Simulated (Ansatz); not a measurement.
## ZrB2 under changes of volume

One of the cells (10.249 Å³/atom); the others are scaled copies at fixed shape and fractional positions:

```
Zr B
1.0
     3.17000    0.00000    0.00000
    -1.58500    2.74530    0.00000
     0.00000    0.00000    3.53300
Zr B
1 2
Direct
  0.00000 0.00000 0.00000
  0.66667 0.33333 0.50000
  0.33333 0.66667 0.50000
```

| Quantity | Value |
| --- | --- |
| Program | Ansatz 0.2.0 |
| Functional | r2SCAN |
| Dispersion | rVV10 |
| Potentials or basis | Ansatz PAW |
| Cutoff | 500 eV (not typed: the program's choice for these potentials) |
| k mesh | 10 × 10 × 8 |
| Occupations | fermi-dirac, width 0.05 eV |
| Spin | no spin polarisation |

```csv
volume (Å³/atom),energy over the lowest point (meV/atom),pressure (GPa)
9.634,30.59,17.0
9.839,?,?
10.044,3.03,5.0
10.249,0.00,-0.2
10.454,3.26,-4.8
10.659,12.23,-9.1
10.864,26.37,-12.9
```

**Question.** What does the run at 9.839 Å³/atom give?

**Answer.** Energy over the lowest point 12.99 meV/atom; pressure 10.7 GPa.

Worked out: A Birch-Murnaghan fit of order 3 (a polynomial in V^(-2/3)) to the other rows has its minimum at 10.24 Å³/atom with B0 = V·E''(V) = 246 GPa and B' = 3.9 at fixed shape and positions, which overstates the stiffness. It gives 12.99 meV/atom at 9.839 Å³/atom, against the run's 12.99, and -dE/dV = 10.7 GPa, against 10.7.

Energies are extrapolated to zero smearing.

Caveats: the PAW data sets come from PBE, with cores solved anew for the run's functional, which leaves a small shift of forces and pressure.
